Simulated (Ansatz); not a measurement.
C4H9N can be A, `CC(C)=CN`, or B, `C1CCNC1`.

Gas-phase electronic energies from Ansatz, PBE0-D4/def2-TZVP geometries. CCSD(T)/CBS is the MP2 limit (def2-TZVPP, def2-QZVPP) plus CCSD(T) − MP2 in def2-TZVPP, frozen cores. Functionals use def2-TZVPP. B3LYP here is the variant with VWN-RPA as its local correlation; programs differ in this. Each species was taken in one conformer, which may not be the lowest.

Problem. Which isomer does CCSD(T)/CBS put lower? Give the gap. (Estimate.)

Solution. The calculation gave: B, by 2.5 kcal/mol.

Problem. Give E(B) − E(A) in kcal/mol with ωB97M-V, CCSD(T)/def2-TZVPP, B3LYP, PBE0-D4, MP2/def2-TZVPP, PBE-D4, B3LYP-D4. (Estimate.)

Solution. Ansatz gave: ωB97M-V -2.8, CCSD(T)/def2-TZVPP -3.0, B3LYP 2.3, PBE0-D4 -3.3, MP2/def2-TZVPP -3.4, PBE-D4 -0.3, B3LYP-D4 1.6. The order is the other way round with B3LYP, B3LYP-D4.

Largest T1 diagnostic: 0.010.

From PBE to PBE0 (25 % exact exchange), in def2-TZVPP and without D4, E(B) − E(A) moves by −3.2 kcal/mol. In def2-TZVPP, CCSD(T) changes the Hartree–Fock value by −1.6 kcal/mol (the triples alone add +0.6 kcal/mol) and MP2 by −2.0 kcal/mol.
